**Stretched titanium: why the tension rises ever more slowly**

Body-centred cubic titanium softens quickly when it is stretched evenly in all directions. Over the range calculated here, bonds that are 3.4 % longer cost the crystal about a third of its bulk modulus. The pull between the atoms is still growing, but it is on its way to a maximum, and the closer it comes to that maximum, the less each further stretch adds.

ABINIT 10.8.3, LDA without spin polarisation, for body-centred cubic titanium at fixed cell shape, with PseudoDojo NC SR LDA v0.4.1 standard pseudopotentials (12 valence electrons). The plane-wave cutoff is 1142.88 eV, the k mesh 11×11×11 and the Fermi–Dirac smearing width 0.05 eV. The cutoff and mesh are usual working values, not converged limits. Energies are counted from the minimum of the fitted energy–volume curve.

```
volume (Å³/atom)  energy (meV/atom)  pressure (GPa)
           16.62              12.74          -5.230
           16.97              26.61          -7.310
           17.32              44.84          -9.200
           17.68              67.03         -10.900
           18.03              92.79         -12.430
           18.38             121.77         -13.820
           18.74             153.66         -15.070
```

Volume and energy are counted per atom, the energy from the minimum of a fitted curve that lies outside the calculated volumes. A negative pressure means tension: the crystal would contract if it were released. All seven cells are larger than the calculated equilibrium volume, so the table follows the stretched side of the energy curve only. The seven volumes are equally spaced, and no row is irregular. The tension grows by 2.08 GPa in the first step and by only 1.25 GPa in the last.

The energy tells the same story. Each energy step is the work done against the tension while the volume grows, so the steps become larger as the tension rises. They also grow by less each time, because the tension itself rises more slowly. In the data makers' tests on other systems, pressures calculated with a fixed set of plane waves could lie below those given by the slope of the energies. Here the two agree to within 0.02 GPa in every interval, far less than the steps to be explained.

**Two limits and what lies between them**

At the equilibrium bond length, attraction and repulsion balance, and the net pull is zero. At very large separation the atoms no longer feel each other, and the pull is zero again. Between these limits it must rise, pass through a maximum and die away. Stiffness follows the slope of this curve, so it must have fallen to zero by the time the maximum is reached. The two limits do not say how early the fall begins; in the table it is under way from the first interval on.

The chemical reason lies in the overlap of orbitals. Titanium is held together largely by d electrons that spread over neighbouring atoms, and this bonding needs overlap. The repulsion comes mainly from electrons being squeezed into too little space, and it fades even faster with distance. A small stretch therefore removes more repulsion than attraction, and a net pull appears; a larger stretch weakens the attraction noticeably as well. This is a simplified picture of cohesion in a transition metal, which the table agrees with but does not test orbital by orbital.

**A simple model**

In a cubic cell of fixed shape, all distances grow in proportion to the bond length d. Near the equilibrium length d₀ the pull is proportional to the stretch d − d₀, as in a spring. To describe the fading, the model multiplies this pull by exp[−s(d − d₀)], where s says how fast the pull fades. Pressure is force per area, and the area grows as d². Because the volume grows as d³, the equilibrium bulk modulus B₀ sets the scale:

P = −3B₀ · (d₀/d)² · (d − d₀)/d₀ · exp[−s(d − d₀)]

This is the Vinet equation of state. Its three constants were fitted to the pressures of all seven rows, giving B₀ = 121.9 GPa, s = 1.38 per Å and an equilibrium volume of 15.86 Å³, which corresponds to d₀ = 2.741 Å.

The largest cell, which was part of the fit, shows how the factors work together. Its bond length is 2.898 Å, a stretch of 0.157 Å.

- Spring alone: 3 × 121.9 × 0.157/2.741 = 20.9 GPa of tension.
- Larger area: (2.741/2.898)² = 0.895.
- Fading pull: exp(−1.38 × 0.157) = 0.81.
- Together: 20.9 × 0.895 × 0.81 gives the 15.07 GPa of the table to within rounding.

Fading weakens the stiffness more than it weakens the pull. The slope of the fading pull, compared with that of a spring, is (1 − s(d − d₀)) · exp[−s(d − d₀)]. For the largest cell this is (1 − 1.38 × 0.157) × 0.81 = 0.63, while the pull itself still has about 0.81 of the spring's value. A crystal can therefore pull back more strongly than before while each further stretch adds less to the pull.

**What the comparison shows**

If the pull did not fade at all, the crystal would still soften a little, because the same force would be spread over a larger area. An ideal spring of this kind, fitted to the same seven pressures, loses about 10 % of its bulk modulus over the range, whereas the calculated crystal loses 34 %. The spring also gives too much tension at both ends of the range and too little in the middle. The calculated curve is bent in a way that geometry alone does not explain.

The exponential form of the fading is less certain than the fading itself. The Birch–Murnaghan equation, which expands the energy in powers of the strain and does not mention orbitals, fits the pressures equally well with three constants. Over so short a range, any smooth curve with the right bend will do. The value of s is therefore a measure of the bend, not the decay rate of a particular orbital.

**Using the result**

A handy rule for this range is that the bulk modulus falls roughly as the inverse twelfth power of the bond length: one per cent more length costs about 12 % of the stiffness. The rule sums up the behaviour of the whole crystal and is not a force law between two atoms. For one more equal step in volume, the model leads to an energy step larger than the last one and a pressure step smaller than the last one.

A bulk modulus belongs to a particular volume. The value of about 122 GPa applies to the equilibrium cell, while around 17.68 Å³ the table gives roughly 80 GPa. The equilibrium cell itself was not calculated: even the smallest cell is nearly 5 % larger in volume. Both equations of state extrapolate to nearly the same equilibrium, so the choice between them matters little, but their agreement does not test the density functional. The local density approximation is known to bind such metals too tightly, which tends to make the equilibrium volume too small.

The lattice was also held cubic throughout, with the atoms at rest, so the moduli leave out thermal motion. Real body-centred cubic titanium is a high-temperature phase, and at low temperature it is unstable against distortions that this cell does not allow. The softening described here concerns only an even change of volume, and it should not be read as a sign of whether the cubic crystal would survive the stretch.

The printed analysis below gives the moduli interval by interval and the three fits.

Output of the analysis:

```
fit of pressure on 7 rows: coefficient of exp(-s*q)/d**2 -54.21 +/- 0.015, coefficient of q*exp(-s*q)/d**2 -924.9 +/- 0.28, s 1.38; rms 0.00252, worst 18.03 -0.00414, leave-one-out rms 0.00363
fit of pressure on 7 rows: coefficient of 1/d**2 -54.41 +/- 0.91, coefficient of q/d**2 -757.1 +/- 17; rms 0.174, worst 16.62 -0.253, leave-one-out rms 0.283
fit of pressure on 7 rows: coefficient of u**5 -197.4 +/- 2, coefficient of u**7 224.6 +/- 4, coefficient of u**9 -38.09 +/- 2; rms 0.00245, worst 16.97 -0.00407, leave-one-out rms 0.00431
Steps from the row before and misses of two models:
    row  bond_A  energy_step_meV  pressure_step_GPa  midpoint_bond_A  modulus_GPa  slope_less_mean_GPa  fading_miss_GPa  spring_miss_GPa
  16.62   2.784              n/a                n/a              n/a          n/a                  n/a         0.000783          -0.2526
  16.97   2.804            13.87              -2.08            2.794         98.8             -0.01598        -0.003206          0.01554
  17.32   2.823            18.23              -1.89            2.814        91.67             -0.00696         0.003376           0.1683
  17.68   2.842            22.19               -1.7            2.833        84.15            -0.006659         0.001956           0.2014
  18.03   2.861            25.76              -1.53            2.852        77.27            -0.009607         -0.00414           0.1307
  18.38    2.88            28.98              -1.39             2.87        71.59            -0.008933        9.791e-05          -0.0173
  18.74   2.898            31.89              -1.25            2.889        65.62            -0.007356         0.001136          -0.2462
Bond lengthening from first to last interval midpoint in %: 3.392
Fall of bulk modulus over the same range in %: 33.58
Fall of bulk modulus for the ideal spring in %: 9.787
Effective power of modulus against bond length: -12.26
Equilibrium volume from fading pull in A^3 per atom: 15.86
Equilibrium volume from Birch-Murnaghan pressures in A^3 per atom: 15.86
Equilibrium bulk modulus from fading pull in GPa: 121.9
Equilibrium bulk modulus from Birch-Murnaghan pressures in GPa: 122.5
Smallest cell above the program's equilibrium volume in %: 4.757
```
